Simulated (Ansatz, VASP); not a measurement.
## Rh: VASP beside Ansatz

```
Rh
1.0
     2.75865    0.00000    0.00000
    -1.37933    2.38906    0.00000
     0.00000    0.00000    4.42754
Rh
2
Direct
  0.66667 0.33333 0.75000
  0.33333 0.66667 0.25000
```

Alike in both runs: functional r2SCAN; k mesh 18 × 18 × 10; occupations gaussian, width 0.1 eV; no spin polarisation.

Ansatz relaxed the structure, and its values are those at the end. VASP's run is a single point on that final structure, the one shown.

|  | VASP | Ansatz |
| --- | --- | --- |
| version | VASP 6.6.1 | Ansatz 0.2.0 |
| potentials or method | VASP PAW PBE potentials, release 64 (Rh_pv) | scalar-relativistic, plane waves, PAW |
| plane-wave cutoff (eV) | 520 | 500 |
| valence electrons in the cell | 30 | 34 |

|  | VASP | Ansatz | Ansatz less VASP |
| --- | --- | --- | --- |
| gap on the k mesh at the Fermi level (eV) | none | none | - |
| pressure (GPa) | -13.1 | -14.0 | -0.90 |

A gap of «none» marks a metal or a gap that the smearing closes. With one functional, cell and mesh, what is left measures potentials, basis and numerics. The two sets of potentials don't hold the same shells in valence.

Caveats: the PAW data sets were made with another functional, which shifts forces and pressure a little (VASP).
